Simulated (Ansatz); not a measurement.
## Si2C3 and its competing phases

These are results of Ansatz 0.2.0, DFT PBE, scalar-relativistic, plane waves, PAW, not measurements. All cells share a 420 eV cutoff and Γ-centred k meshes spaced at most about 0.3 Å⁻¹ (about 0.25 or finer for metals, 2π included). No spin polarisation.

Energies over the elements count from the elements' standard structures at the same level, with no fitted energy shifts.

All energies are static (0 K, no zero-point motion). Weakly bound directions are ill-defined at this level, which has no dispersion term (Si2C3 R-3m). The reference form of C is held partly by dispersion forces, which this level lacks.

The competitors are the elements and 2 reference phases of this chemical system (from databases or known types: Si7C, SiC), relaxed at the same level; other known phases may be missing.

The candidate was reached from: Si and C ordered on fcc sites.

```
Si C
1.0
     1.31180    0.75737   11.63544
    -1.31180    0.75737   11.63544
     0.00000   -1.51474   11.63544
Si C
2 3
Direct
  0.13146 0.13146 0.13146
  0.86854 0.86854 0.86854
  0.66667 0.66667 0.66667
  0.50000 0.50000 0.50000
  0.33333 0.33333 0.33333
```

Question: Is it stable, and against what?

Answer: Not stable. Its formation energy is 0.725 eV/atom. The lowest competing mixture at this composition is this:

```
phase       space group             source  share of atoms  ΔE_f (eV/atom)
    C                 -            element          0.2000         -0.0002
  SiC  P6_3mc (No. 186)  Materials Project          0.8000          -0.204
```

The lowest database cell of C (-0.0002) lies slightly below the reference, hence the non-zero entry.

The mixture lies at -0.163 eV/atom, and the candidate lies 0.89 eV/atom above it. The candidate matches no cell in the subsets of the Crystallography Open Database and the Materials Project at hand. A phase this far over the hull is unlikely to be made. It holds C–C nets (shortest 1.51 Å).
